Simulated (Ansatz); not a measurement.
# NiO: the cost of one run

Computed with Ansatz 0.2.0 (DFT PBEsol, scalar-relativistic, plane waves, PAW, unless a step's input says otherwise).

1 further run of the same task is left out (it didn't finish).

### Step 1. Starting point

Symmetry: P6_3/mmc, No. 194, hexagonal system. Conventional cell: a = 2.820 Å, b = 2.820 Å, c = 5.003 Å, α = 90.00°, β = 90.00°, γ = 120.00°. Ni (site symmetry -3m) is surrounded by 6 O at 2.05 Å. O (site symmetry -6m2) has 6 Ni at 2.05 Å as nearest neighbours.

Structure file:

```
Ni O
1.0
     2.81999    0.00000    0.00000
    -1.40999    2.44218    0.00000
     0.00000    0.00000    5.00281
Ni O
2 2
Direct
  0.00000 0.00000 0.00000
  0.00000 0.00000 0.50000
  0.33333 0.66667 0.25000
  0.66667 0.33333 0.75000
```

An earlier run at PBEsol left this cell at 8.613 Å³/atom and 0.00 GPa (12×12×8 mesh).

Volume factors to run: 0.980, 1.020, 0.960, 1.040.

### Step 2. Volume × 0.980

Contents of input.yaml:

```yaml
crystal:
  lattice:
    - [2.8010622694, 0.0, 0.0]
    - [-1.4005311347, 2.4257910829, 0.0]
    - [0.0, 0.0, 4.9692346958]
  atoms:
    - { symbol: Ni, position: [0.0, 0.0, 0.0], spin: -0.09 }
    - { symbol: Ni, position: [0.0, 0.0, 0.5], spin: -0.09 }
    - { symbol: O, position: [0.3333333333, 0.6666666667, 0.25] }
    - { symbol: O, position: [0.6666666667, 0.3333333333, 0.75] }
basis:
  ecutwfc: 420
  ecutrho_ratio: 4
kpoints:
  mp_grid: { grid: [12, 12, 8] }
hamiltonian:
  xc: pbesol
scf:
  occupations: { method: gaussian, width: 0.05 }
output:
  forces: true
  stress: true
  eigenvalues: true
  populations: true
magnetization:
  spin_polarized: true
relax:
  f_tol: 0.01
  max_steps: 40
  cell: { stress_tol: 0.1, fix: [volume] }
```

What time and memory should one allow on 4 threads of an Arm CPU, shared host?

About 28 s, with a peak of 0.46 GiB.
